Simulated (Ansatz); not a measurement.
# Mo under changes of volume

One of the cells (15.892 Å³/atom); the others are scaled copies at fixed shape and fractional positions:

```xyz
1
Lattice="-1.5838 1.5838 1.5838 1.5838 -1.5838 1.5838 1.5838 1.5838 -1.5838" Properties=species:S:1:pos:R:3 pbc="T T T"
Mo    0.0000    0.0000    0.0000
```

* Program: Ansatz 0.2.0
* Functional: PBE
* Potentials or basis: Ansatz PAW earlier set
* Cutoff: 500 eV (not typed: the program's choice for these potentials)
* k mesh: 12 × 12 × 12
* Occupations: fermi-dirac, width 0.05 eV
* Spin: no spin polarisation

| volume (Å³/atom) | energy over the lowest point (meV/atom) | pressure (GPa) |
| --- | --- | --- |
| 14.938 | ? | ? |
| 15.256 | 14.19 | 9.5 |
| 15.574 | 1.49 | 3.5 |
| 15.892 | 0.00 | -1.8 |
| 16.209 | 8.58 | -6.7 |
| 16.527 | 26.20 | -11.0 |
| 16.845 | 51.96 | -14.9 |

Problem. What does the run at 14.938 Å³/atom give?

Solution. Energy over the lowest point 39.36 meV/atom; pressure 16.1 GPa.

Worked out: A Birch-Murnaghan fit of order 3 (a polynomial in V^(-2/3)) to the other rows has its minimum at 15.78 Å³/atom with B0 = V·E''(V) = 262 GPa and B' = 4.4. It gives 39.42 meV/atom at 14.938 Å³/atom, against the run's 39.36, and -dE/dV = 16.1 GPa, against 16.1.

Energies are extrapolated to zero smearing.
